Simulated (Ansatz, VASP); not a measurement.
Given: the input of a run of Ansatz 0.2.0 on Ga2O3. 

input.yaml

```yaml
crystal:
  lattice:
    - [6.107, -1.51855, 0.0]
    - [6.107, 1.51855, 0.0]
    - [-1.3859888959, 0.0, 5.630008738]
  atoms:
    - { symbol: Ga, position: [0.34134, 0.34134, 0.68598] }
    - { symbol: Ga, position: [0.65866, 0.65866, 0.31402] }
    - { symbol: Ga, position: [0.9095, 0.9095, 0.2054] }
    - { symbol: Ga, position: [0.0905, 0.0905, 0.7946] }
    - { symbol: O, position: [0.5041, 0.5041, 0.7434] }
    - { symbol: O, position: [0.4959, 0.4959, 0.2566] }
    - { symbol: O, position: [0.8267, 0.8267, 0.4368] }
    - { symbol: O, position: [0.1733, 0.1733, 0.5632] }
    - { symbol: O, position: [0.8355, 0.8355, 0.8902] }
    - { symbol: O, position: [0.1645, 0.1645, 0.1098] }
hamiltonian:
  xc: pbe
  pseudopotentials: { kind: paw }
kpoints:
  mp_grid: { grid: [9, 9, 5] }
scf:
  occupations: { method: gaussian, width: 0.014 }
output:
  forces: true
  stress: true
  eigenvalues: true
```

Potentials or basis: Ansatz PAW.

Run with:

```sh
$ ansatz run input.yaml --threads 4 --pin off --max-ram 11264MiB --backend cpu --events-out ev --progress --plain --runs-dir out
```

What does the same run look like in VASP 6.6.1? Potentials or basis there: PBE PAW files Ga_d, O, 520 eV.

As run (cutoffs and basis follow the program's own potentials, and thresholds, step limits or extra output files can differ):

The input INCAR:

```
SYSTEM = Ga2O3
  PREC = Accurate
  ENCUT = 520
  EDIFF = 1E-6
  ISMEAR = 0
  SIGMA = 0.014
  LREAL = .FALSE.
  LASPH = .TRUE.
  NELM = 80
  ALGO = Fast
  ISIF = 2
  LWAVE = .FALSE.
  LCHARG = .TRUE.
  GGA = PE
  LELF = .TRUE.
  LVHAR = .TRUE.
```

File KPOINTS:

```
regular mesh
0
G
  9 9 5
  0 0 0
```

File POSCAR:

```
Ga2O3
1.0
    6.1070000000     -1.5185500000      0.0000000000
    6.1070000000      1.5185500000      0.0000000000
   -1.3859888959      0.0000000000      5.6300087380
Ga O
4 6
Direct
    0.3413400000      0.3413400000      0.6859800000
    0.6586600000      0.6586600000      0.3140200000
    0.9095000000      0.9095000000      0.2054000000
    0.0905000000      0.0905000000      0.7946000000
    0.5041000000      0.5041000000      0.7434000000
    0.4959000000      0.4959000000      0.2566000000
    0.8267000000      0.8267000000      0.4368000000
    0.1733000000      0.1733000000      0.5632000000
    0.8355000000      0.8355000000      0.8902000000
    0.1645000000      0.1645000000      0.1098000000
```

Potentials or basis: VASP PAW PBE potentials, release 64 (Ga_d, O).

Command:

```bash
$ cat potpaw_PBE.64/Ga_d/POTCAR potpaw_PBE.64/O/POTCAR > POTCAR
$ mpirun -np 1 vasp_std > vasp.out
```

Both were run:

|  | Ansatz | VASP |
| --- | --- | --- |
| Pressure | 9.6 GPa | 10.2 GPa |
| Largest force | 0.219 eV/Å | 0.245 eV/Å |

Ansatz's pressure holds a Pulay term of +0.77 GPa for its cutoff of 420 eV, which the other run lacks.

Where Ansatz's input types no cutoff or centring, it takes its own default and a Γ-centred mesh.

Pressure is positive in compression.
